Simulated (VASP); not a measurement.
# Er (P6_3/mmc) in VASP: runs at scaled volumes

Single points of Er at other volumes, in PBE.

All numbers are computed with VASP 6.6.1; they aren't measurements. Logs are shortened: lines on timing, memory, paths and dates and some standing lists are left out, and cuts for length are marked.

## Step 1: The undisturbed crystal

It takes space group P6_3/mmc (No. 194, hexagonal). Conventional cell: a = 3.559 Å, b = 3.559 Å, c = 5.587 Å, α = 90.00°, β = 90.00°, γ = 120.00°. Around Er (site symmetry -6m2) lie 12 Er at 3.47 to 3.56 Å.

## Step 2: Equation of state, PBE, collinear spin, ferromagnetic start, 28.80 Å³/atom (volume scaled by 0.94)

The input, INCAR:

```
SYSTEM = Er
ALGO = Normal ; EDIFF = 1E-7
ENCUT = 520 ; GGA = PE
ISIF = 2 ; ISMEAR = -1
ISPIN = 2 ; LASPH = .TRUE.
LCHARG = .FALSE. ; LMAXMIX = 6
LORBIT = 11 ; LREAL = .FALSE.
LWAVE = .FALSE. ; MAGMOM = 3 3
NBANDS = 33 ; NELM = 100
PREC = Accurate ; SIGMA = 0.05
```

The input, KPOINTS:

```
k-points
0
G
  9 9 5
  0 0 0
```

The input, POSCAR:

```
Er
1.0
    3.4861510437      0.0000000000      0.0000000000
   -1.7430755218      3.0190953653      0.0000000000
    0.0000000000      0.0000000000      5.4733394238
Er
2
Direct
    0.6666666667      0.3333333333      0.7500000000
    0.3333333333      0.6666666667      0.2500000000
```

Potentials or basis: VASP PAW PBE potentials, release 64 (Er).

Run with:

```bash
$ cat potpaw_PBE.64/Er/POTCAR > POTCAR
$ mpirun -np 1 vasp_std > vasp.out
```

OUTCAR:

```text
SYSTEM = Er
   EDIFF = 1E-7
   ENCUT = 520
   GGA = PE
   ISIF = 2
   ISMEAR = -1
   ISPIN = 2
   LASPH = .TRUE.
   LORBIT = 11
   LREAL = .FALSE.
   NELM = 100
   PREC = Accurate

 Found     36 irreducible k-points:

 Following reciprocal coordinates:
            Coordinates               Weight
  0.000000  0.000000  0.000000      1.000000
  0.111111  0.000000  0.000000      6.000000
  0.222222  0.000000  0.000000      6.000000
  0.333333  0.000000  0.000000      6.000000
  0.444444  0.000000  0.000000      6.000000
  0.111111  0.111111  0.000000      6.000000
   k-points           NKPTS =     36   k-points in BZ     NKDIM =     36   number of bands    NBANDS=     33
   number of dos      NEDOS =    301   number of ions     NIONS =      2
   total plane-waves  NPLWV =  32928
   dimension x,y,z NGX =    28 NGY =   28 NGZ =   42
   dimension x,y,z NGXF=    56 NGYF=   56 NGZF=   84
   ions per type =               2
   NGX,Y,Z   is equivalent  to a cutoff of  13.35, 13.35, 12.76 a.u.
   NGXF,Y,Z  is equivalent  to a cutoff of  26.71, 26.71, 25.51 a.u.
 SYSTEM =  Er
   PREC   = accura    normal or accurate (medium, high low for compatibility)
   ISTART =      0    job   : 0-new  1-cont  2-samecut
   ICHARG =      2    charge: 1-file 2-atom 10-const
   ISPIN  =      2    spin polarized calculation?
   LNONCOLLINEAR =      F non collinear calculations
   LSORBIT =      F    spin-orbit coupling
   LASPH  =      T    aspherical Exc in radial PAW
   ENCUT  =  520.0 eV  38.22 Ry    6.18 a.u.   6.48  6.48 10.18*2*pi/ulx,y,z
   NELM   =    100;   NELMIN=  2; NELMDL= -5     # of ELM steps
   EDIFF  = 0.1E-06   stopping-criterion for ELM
   LREAL  =      F    real-space projection
   EDIFFG = 0.1E-05   stopping-criterion for IOM
   NSW    =      0    number of steps for IOM
   IBRION =     -1    ionic relax: 0-MD 1-quasi-New 2-CG
   NFREE  =      0    steps in history (QN), initial steepest desc. (CG)
   ISIF   =      2    stress and relaxation
   ISYM   =      2    0-nonsym 1-usesym 2-fastsym
   POTIM  = 0.5000    time-step for ionic-motion
   TEBEG  =    0.0;   TEEND  =   0.0 temperature during run
   PSTRESS=    0.0 pullay stress
   NELECT =      44.0000    total number of electrons
   NUPDOWN=      -1.0000    fix difference up-down
   EMIN   =  10.00;   EMAX   =-10.00  energy-range for DOS
   EFERMI =   0.00;   METHOD = LEGACY
   ISMEAR =    -1;   SIGMA  =   0.05  broadening in eV -4-tet -1-fermi 0-gaus
   EFERMI_NEDOS =   21; number of points for ismear=-14 and -15
   IALGO  =     38    algorithm
   IMIX   =      4    mixing-type and parameters
     AMIX     =   0.40;   BMIX     =  1.00
     AMIX_MAG =   1.60;   BMIX_MAG =  1.00
  volume/ion in A,a.u.               =      28.80       194.38
  Fermi-wavevector in a.u.,A,eV,Ry     =   1.496467  2.827913 30.469085  2.239415
  Thomas-Fermi vector in A             =   2.608480
   LORBIT       =     11    0 simple, 1 ext, 2 COOP (PROOUT), +10 PAW based schemes
   GGA     = PE    functional components
   LHFCALC =     F    Hartree Fock is set to
   AEXX    =    0.0000 exact exchange contribution
   IVDW    =     0    specifies the selected vdW correction
   LEPSILON=     F    determine dielectric tensor
   LRPA    =     F    only Hartree local field effects (RPA)
 spin polarized calculation
  energy-cutoff  :      520.00
  volume of cell :       57.61
 maximum number of plane-waves:      1580
 NGX is ok and might be reduce to    28
   NGX = 13   NGY = 13   NGZ = 21

 number of electron      44.0000005 magnetization       4.7559849

 Free energy of the ion-electron system (eV)
  ---------------------------------------------------
  ext. energy  EPLUGINS =         0.00000000
  ---------------------------------------------------
  free energy    TOTEN  =       -10.03733866 eV

  energy without entropy =       -9.90337063  energy(sigma->0) =       -9.97035464

 E-fermi :   2.7039     XC(G=0): -10.4893

 val. band max:        2.7024176614   @ k =   0.3333   0.0000   0.0000
 cond. band min:       2.7046189528   @ k =   0.1111   0.1111   0.2000
 fundamental gap:      0.0022012914
 Fermi energy:         2.7038915173

 spin component 1

 k-point     1 :       0.0000    0.0000    0.0000
  band No.  band energies     occupation
      1     -46.6148      1.00000
      2     -46.5431      1.00000
      3     -21.1128      1.00000
      4     -20.4740      1.00000
      5     -20.4740      1.00000
      6     -20.3484      1.00000
[... 25 lines left out ...]
     32       6.7176      0.00000
     33       9.1981      0.00000

 k-point     2 :       0.1111    0.0000    0.0000
  band No.  band energies     occupation
      1     -46.6089      1.00000
      2     -46.5410      1.00000
      3     -21.0818      1.00000
      4     -20.5378      1.00000
      5     -20.4954      1.00000
      6     -20.4157      1.00000
[... 25 lines left out ...]
     32       6.3974      0.00000
     33       9.4756      0.00000

 k-point     3 :       0.2222    0.0000    0.0000
  band No.  band energies     occupation
      1     -46.5934      1.00000
      2     -46.5364      1.00000
      3     -20.9961      1.00000
      4     -20.6997      1.00000
      5     -20.5778      1.00000
      6     -20.5469      1.00000
[... 25 lines left out ...]
     32       7.2417      0.00000
     33       9.9386      0.00000

 k-point     4 :       0.3333    0.0000    0.0000
  band No.  band energies     occupation
      1     -46.5740      1.00000
      2     -46.5327      1.00000
      3     -20.8834      1.00000
      4     -20.8779      1.00000
      5     -20.7497      1.00000
      6     -20.6022      1.00000
[... 25 lines left out ...]
     32       8.4795      0.00000
     33      10.2517      0.00000

 k-point     5 :       0.4444    0.0000    0.0000
  band No.  band energies     occupation
      1     -46.5590      1.00000
      2     -46.5327      1.00000
      3     -21.0022      1.00000
      4     -20.8564      1.00000
      5     -20.7718      1.00000
      6     -20.6370      1.00000
[... 25 lines left out ...]
     32       9.7449      0.00000
     33      10.3827      0.00000

 k-point     6 :       0.1111    0.1111    0.0000
  band No.  band energies     occupation
      1     -46.5982      1.00000
      2     -46.5377      1.00000
      3     -21.0234      1.00000
      4     -20.6315      1.00000
      5     -20.5840      1.00000
      6     -20.4846      1.00000
[... 25 lines left out ...]
     32       7.0978      0.00000
     33       9.7080      0.00000

 [... further k-points ...]

 spin component 2

 k-point     1 :       0.0000    0.0000    0.0000
  band No.  band energies     occupation
      1     -45.5464      1.00000
      2     -45.4676      1.00000
      3     -20.4245      1.00000
      4     -19.7234      1.00000
      5     -19.7234      1.00000
      6     -19.5879      1.00000
[... 25 lines left out ...]
     32       6.9072      0.00000
     33       9.4474      0.00000

 k-point     2 :       0.1111    0.0000    0.0000
  band No.  band energies     occupation
      1     -45.5399      1.00000
      2     -45.4654      1.00000
      3     -20.3909      1.00000
      4     -19.7935      1.00000
      5     -19.7468      1.00000
      6     -19.6619      1.00000
[... 25 lines left out ...]
     32       6.5798      0.00000
     33       9.7352      0.00000

 k-point     3 :       0.2222    0.0000    0.0000
  band No.  band energies     occupation
      1     -45.5228      1.00000
      2     -45.4602      1.00000
      3     -20.2980      1.00000
      4     -19.9710      1.00000
      5     -19.8393      1.00000
      6     -19.8030      1.00000
[... 25 lines left out ...]
     32       7.4528      0.00000
     33      10.2180      0.00000

 k-point     4 :       0.3333    0.0000    0.0000
  band No.  band energies     occupation
      1     -45.5015      1.00000
      2     -45.4561      1.00000
      3     -20.1718      1.00000
      4     -20.1697      1.00000
      5     -20.0264      1.00000
      6     -19.8631      1.00000
[... 25 lines left out ...]
     32       8.7327      0.00000
     33      10.5449      0.00000

 k-point     5 :       0.4444    0.0000    0.0000
  band No.  band energies     occupation
      1     -45.4849      1.00000
      2     -45.4560      1.00000
      3     -20.3013      1.00000
      4     -20.1421      1.00000
      5     -20.0543      1.00000
      6     -19.9008      1.00000
[... 25 lines left out ...]
     32      10.0398      0.00000
     33      10.6817      0.00000

 k-point     6 :       0.1111    0.1111    0.0000
  band No.  band energies     occupation
      1     -45.5281      1.00000
      2     -45.4616      1.00000
      3     -20.3275      1.00000
      4     -19.8961      1.00000
      5     -19.8449      1.00000
      6     -19.7364      1.00000
[... 25 lines left out ...]
     32       7.3100      0.00000
     33       9.9777      0.00000

 [... further k-points ...]
[... 5 lines left out ...]
  --------------------------------------------------------------------------------------
  -------------------------------------------------------------------------------------
  Total        1.5622473      1.5622473      2.0850455      0.0000000      0.0000000      0.0000000
  in kB       43.4495164     43.4495164     57.9896800      0.0000000      0.0000000      0.0000000
  external PRESSURE =      48.2962376 kB  Pullay stress =       0.0000000 kB

 VOLUME and BASIS-vectors are now :
 -----------------------------------------------------------------------------
  energy-cutoff  :      520.00
  volume of cell :       57.61
      direct lattice vectors                 reciprocal lattice vectors
     3.486151044  0.000000000  0.000000000     0.286849304  0.165612523  0.000000000
    -1.743075522  3.019095365  0.000000000     0.000000000  0.331225046  0.000000000
     0.000000000  0.000000000  5.473339424     0.000000000  0.000000000  0.182703816

 POSITION                                       TOTAL-FORCE (eV/Angst)
 -----------------------------------------------------------------------------------
      1.74308      1.00637      4.10500         0.000000     -0.000000      0.000000
     -0.00000      2.01273      1.36833        -0.000000      0.000000      0.000000
 -----------------------------------------------------------------------------------
    total drift:                               -0.000000      0.000000     -0.000000

  FREE ENERGIE OF THE ION-ELECTRON SYSTEM (eV)
  ---------------------------------------------------
  free  energy   TOTEN  =       -10.0373386553 eV

  energy  without entropy=       -9.9033706338  energy(sigma->0) =       -9.97035464

 total charge

# of ion       s       p       d       f       tot
--------------------------------------------------
    1        2.146   5.751   0.447  11.341  19.685
    2        2.146   5.751   0.447  11.341  19.685
--------------------------------------------------
tot          4.292  11.501   0.894  22.682  39.370

 magnetization (x)

# of ion       s       p       d       f       tot
--------------------------------------------------
    1        0.003  -0.024  -0.007   2.443   2.415
    2        0.003  -0.024  -0.007   2.443   2.415
--------------------------------------------------
tot          0.006  -0.047  -0.014   4.886   4.830
```

It took 15 min on 1 thread of AMD EPYC 7R43 (Zen 3), shared host; peak memory 0.26 GiB.

Results:

- Free energy: -10.0373 eV
- Pressure: 4.8 GPa
- Band gap on the k mesh: none (metal or under the smearing width)
- Net moment: 4.76 μB per cell
- Site moments: Er +2.42 μB
- Valence electrons inside the program's atomic spheres: Er 19.68

Caveat: the magnetic or orbital state may not be the lowest; spin-orbit coupling is left out, which moves the levels of the heavy elements.
